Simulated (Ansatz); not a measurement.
# Molecular dynamics of TiO₂

Input file:

```yaml
crystal:
  lattice:
    - [3.962927, 0.0, 0.0]
    - [0.0, 3.962927, 0.0]
    - [0.0, 0.0, 10.073558]
  atoms:
    - { symbol: Ti, position: [0.0, 0.0, 0.0] }
    - { symbol: Ti, position: [0.0, 0.5, 0.25] }
    - { symbol: O, position: [0.0, 0.5, 0.4571521] }
    - { symbol: O, position: [0.0, 0.0, 0.2071521] }
    - { symbol: O, position: [0.0, 0.5, 0.0428479] }
    - { symbol: O, position: [0.0, 0.0, 0.7928479] }
    - { symbol: Ti, position: [0.5, 0.5, 0.5] }
    - { symbol: Ti, position: [0.5, 0.0, 0.75] }
    - { symbol: O, position: [0.5, 0.0, 0.9571521] }
    - { symbol: O, position: [0.5, 0.5, 0.7071521] }
    - { symbol: O, position: [0.5, 0.0, 0.5428479] }
    - { symbol: O, position: [0.5, 0.5, 0.2928479] }
basis:
  ecutwfc: 420.0
kpoints:
  mp_grid: { grid: [3, 3, 2] }
hamiltonian:
  xc: pbe
  pseudopotentials: { kind: paw, azcp: { folder: soft_1 } }
scf:
  occupations: { method: fermi_dirac, width: 0.36 }
  lower_state_search: "off"
md:
  timestep: 0.75
  n_steps: 110
  ensemble: nvt_langevin
  temperature: 4200.0
  initial_velocities: maxwell_boltzmann
  seed: 401862
  friction: 0.02
```

Command:

```bash
$ ansatz run input.yaml --threads 1 --pin off --max-ram 3072MiB --backend cpu --events-out ev --progress --plain --runs-dir out
```

It starts from an unrelaxed structure (largest force component 0.49 eV/Å).

Output, in part (one step line in 2):

```
md step     0: t =     0.00 fs  T =  3850.0 K  F+E_penalty+E_count = -14553.92571143 eV  E_kin = 5.971812 eV  (9 SCF iters)
md step     2: t =     1.50 fs  T =  3670.6 K  F+E_penalty+E_count = -14553.92885235 eV  E_kin = 5.693611 eV  (8 SCF iters)
md step     4: t =     3.00 fs  T =  3611.9 K  F+E_penalty+E_count = -14553.91640930 eV  E_kin = 5.602494 eV  (8 SCF iters)
md step     6: t =     4.50 fs  T =  3383.4 K  F+E_penalty+E_count = -14553.83191750 eV  E_kin = 5.248036 eV  (6 SCF iters)
md step     8: t =     6.00 fs  T =  3248.1 K  F+E_penalty+E_count = -14553.60664528 eV  E_kin = 5.038232 eV  (6 SCF iters)
md step    10: t =     7.50 fs  T =  2820.0 K  F+E_penalty+E_count = -14553.20528829 eV  E_kin = 4.374120 eV  (9 SCF iters)
md step    12: t =     9.00 fs  T =  2440.3 K  F+E_penalty+E_count = -14552.67021269 eV  E_kin = 3.785147 eV  (6 SCF iters)
md step    14: t =    10.50 fs  T =  2464.1 K  F+E_penalty+E_count = -14552.11863960 eV  E_kin = 3.822135 eV  (7 SCF iters)
md step    16: t =    12.00 fs  T =  2178.6 K  F+E_penalty+E_count = -14551.75433232 eV  E_kin = 3.379253 eV  (7 SCF iters)
md step    18: t =    13.50 fs  T =  2068.3 K  F+E_penalty+E_count = -14551.64146029 eV  E_kin = 3.208230 eV  (7 SCF iters)
md step    20: t =    15.00 fs  T =  2226.9 K  F+E_penalty+E_count = -14551.81177336 eV  E_kin = 3.454200 eV  (9 SCF iters)
md step    22: t =    16.50 fs  T =  1858.3 K  F+E_penalty+E_count = -14551.99088110 eV  E_kin = 2.882376 eV  (7 SCF iters)
md step    24: t =    18.00 fs  T =  2131.0 K  F+E_penalty+E_count = -14552.17794765 eV  E_kin = 3.305414 eV  (7 SCF iters)
md step    26: t =    19.50 fs  T =  2123.9 K  F+E_penalty+E_count = -14552.30864039 eV  E_kin = 3.294411 eV  (7 SCF iters)
md step    28: t =    21.00 fs  T =  2050.2 K  F+E_penalty+E_count = -14552.31531607 eV  E_kin = 3.180127 eV  (7 SCF iters)
md step    30: t =    22.50 fs  T =  2345.9 K  F+E_penalty+E_count = -14552.23863393 eV  E_kin = 3.638833 eV  (9 SCF iters)
md step    32: t =    24.00 fs  T =  2354.0 K  F+E_penalty+E_count = -14552.13583443 eV  E_kin = 3.651314 eV  (6 SCF iters)
md step    34: t =    25.50 fs  T =  2480.2 K  F+E_penalty+E_count = -14551.99886584 eV  E_kin = 3.847044 eV  (6 SCF iters)
md step    36: t =    27.00 fs  T =  2690.5 K  F+E_penalty+E_count = -14551.83739163 eV  E_kin = 4.173329 eV  (7 SCF iters)
md step    38: t =    28.50 fs  T =  2957.3 K  F+E_penalty+E_count = -14551.65952483 eV  E_kin = 4.587189 eV  (6 SCF iters)
md step    40: t =    30.00 fs  T =  2933.6 K  F+E_penalty+E_count = -14551.37840356 eV  E_kin = 4.550373 eV  (9 SCF iters)
md step    42: t =    31.50 fs  T =  2959.2 K  F+E_penalty+E_count = -14551.08823392 eV  E_kin = 4.590040 eV  (6 SCF iters)
md step    44: t =    33.00 fs  T =  2778.3 K  F+E_penalty+E_count = -14550.74970415 eV  E_kin = 4.309414 eV  (6 SCF iters)
md step    46: t =    34.50 fs  T =  2670.3 K  F+E_penalty+E_count = -14550.40480872 eV  E_kin = 4.142028 eV  (6 SCF iters)
md step    48: t =    36.00 fs  T =  2748.3 K  F+E_penalty+E_count = -14550.08904458 eV  E_kin = 4.262942 eV  (6 SCF iters)
md step    50: t =    37.50 fs  T =  2930.9 K  F+E_penalty+E_count = -14549.79808804 eV  E_kin = 4.546219 eV  (8 SCF iters)
md step    52: t =    39.00 fs  T =  2941.9 K  F+E_penalty+E_count = -14549.59129447 eV  E_kin = 4.563307 eV  (7 SCF iters)
md step    54: t =    40.50 fs  T =  2901.7 K  F+E_penalty+E_count = -14549.45209148 eV  E_kin = 4.500919 eV  (6 SCF iters)
md step    56: t =    42.00 fs  T =  2655.8 K  F+E_penalty+E_count = -14549.36486147 eV  E_kin = 4.119388 eV  (6 SCF iters)
md step    58: t =    43.50 fs  T =  2584.3 K  F+E_penalty+E_count = -14549.36412385 eV  E_kin = 4.008612 eV  (6 SCF iters)
md step    60: t =    45.00 fs  T =  2480.4 K  F+E_penalty+E_count = -14549.40655517 eV  E_kin = 3.847390 eV  (8 SCF iters)
md step    62: t =    46.50 fs  T =  2656.7 K  F+E_penalty+E_count = -14549.47860672 eV  E_kin = 4.120850 eV  (6 SCF iters)
md step    64: t =    48.00 fs  T =  2321.9 K  F+E_penalty+E_count = -14549.57516754 eV  E_kin = 3.601510 eV  (6 SCF iters)
md step    66: t =    49.50 fs  T =  2515.5 K  F+E_penalty+E_count = -14549.69572496 eV  E_kin = 3.901899 eV  (7 SCF iters)
md step    68: t =    51.00 fs  T =  2149.1 K  F+E_penalty+E_count = -14549.80856350 eV  E_kin = 3.333550 eV  (6 SCF iters)
md step    70: t =    52.50 fs  T =  2449.5 K  F+E_penalty+E_count = -14549.92271477 eV  E_kin = 3.799508 eV  (9 SCF iters)
md step    72: t =    54.00 fs  T =  2908.3 K  F+E_penalty+E_count = -14550.07045778 eV  E_kin = 4.511145 eV  (6 SCF iters)
md step    74: t =    55.50 fs  T =  2773.6 K  F+E_penalty+E_count = -14550.20269925 eV  E_kin = 4.302161 eV  (8 SCF iters)
md step    76: t =    57.00 fs  T =  2421.3 K  F+E_penalty+E_count = -14550.26914437 eV  E_kin = 3.755705 eV  (7 SCF iters)
md step    78: t =    58.50 fs  T =  2575.8 K  F+E_penalty+E_count = -14550.30047102 eV  E_kin = 3.995360 eV  (7 SCF iters)
md step    80: t =    60.00 fs  T =  2628.9 K  F+E_penalty+E_count = -14550.38338535 eV  E_kin = 4.077669 eV  (9 SCF iters)
md step    82: t =    61.50 fs  T =  2488.3 K  F+E_penalty+E_count = -14550.53358350 eV  E_kin = 3.859726 eV  (7 SCF iters)
md step    84: t =    63.00 fs  T =  3152.9 K  F+E_penalty+E_count = -14550.68520169 eV  E_kin = 4.890553 eV  (7 SCF iters)
md step    86: t =    64.50 fs  T =  2531.3 K  F+E_penalty+E_count = -14550.81126028 eV  E_kin = 3.926330 eV  (7 SCF iters)
md step    88: t =    66.00 fs  T =  3066.6 K  F+E_penalty+E_count = -14550.97549144 eV  E_kin = 4.756733 eV  (8 SCF iters)
md step    90: t =    67.50 fs  T =  3722.2 K  F+E_penalty+E_count = -14551.10298606 eV  E_kin = 5.773552 eV  (9 SCF iters)
md step    92: t =    69.00 fs  T =  3902.5 K  F+E_penalty+E_count = -14551.19829825 eV  E_kin = 6.053197 eV  (7 SCF iters)
md step    94: t =    70.50 fs  T =  4151.5 K  F+E_penalty+E_count = -14551.33979231 eV  E_kin = 6.439528 eV  (7 SCF iters)
md step    96: t =    72.00 fs  T =  3880.7 K  F+E_penalty+E_count = -14551.49825648 eV  E_kin = 6.019410 eV  (7 SCF iters)
md step    98: t =    73.50 fs  T =  3827.5 K  F+E_penalty+E_count = -14551.57319755 eV  E_kin = 5.936898 eV  (7 SCF iters)
md step   100: t =    75.00 fs  T =  3559.2 K  F+E_penalty+E_count = -14551.60488865 eV  E_kin = 5.520746 eV  (8 SCF iters)
md step   102: t =    76.50 fs  T =  4021.7 K  F+E_penalty+E_count = -14551.64642336 eV  E_kin = 6.238154 eV  (7 SCF iters)
md step   104: t =    78.00 fs  T =  3981.8 K  F+E_penalty+E_count = -14551.62010808 eV  E_kin = 6.176325 eV  (6 SCF iters)
md step   106: t =    79.50 fs  T =  3870.0 K  F+E_penalty+E_count = -14551.52816496 eV  E_kin = 6.002843 eV  (6 SCF iters)
md step   108: t =    81.00 fs  T =  3909.6 K  F+E_penalty+E_count = -14551.38739754 eV  E_kin = 6.064284 eV  (6 SCF iters)
md step   110: t =    82.50 fs  T =  3679.8 K  F+E_penalty+E_count = -14551.19349501 eV  E_kin = 5.707835 eV  (9 SCF iters)
```

All steps were run. The mean temperature of the second half is 27 % below the set value. A run of 0.083 ps of so small a system gives no equilibrium averages. Limits of this set-up: coarse k mesh.

Mean squared displacements from the first frame to the last, about the centre of mass: Ti 0.17 Å², O 0.15 Å².

Last frame:

```xyz
12
Lattice="3.9629 0.0000 0.0000 0.0000 3.9629 0.0000 0.0000 0.0000 10.0736" Properties=species:S:1:pos:R:3
Ti -0.349 -0.186 0.102
Ti 0.484 2.119 2.339
O 0.413 2.303 4.315
O 0.314 0.024 2.279
O -0.291 2.003 0.385
O -0.196 0.384 8.446
Ti 2.276 2.099 5.121
Ti 1.683 0.159 7.737
O 1.841 0.198 9.686
O 1.833 2.185 7.176
O 2.409 0.095 5.482
O 2.393 2.311 2.935
```

Time of the run: 17 min on 1 thread of Arm Neoverse V1, with other jobs on the host, peak memory 0.43 GiB.
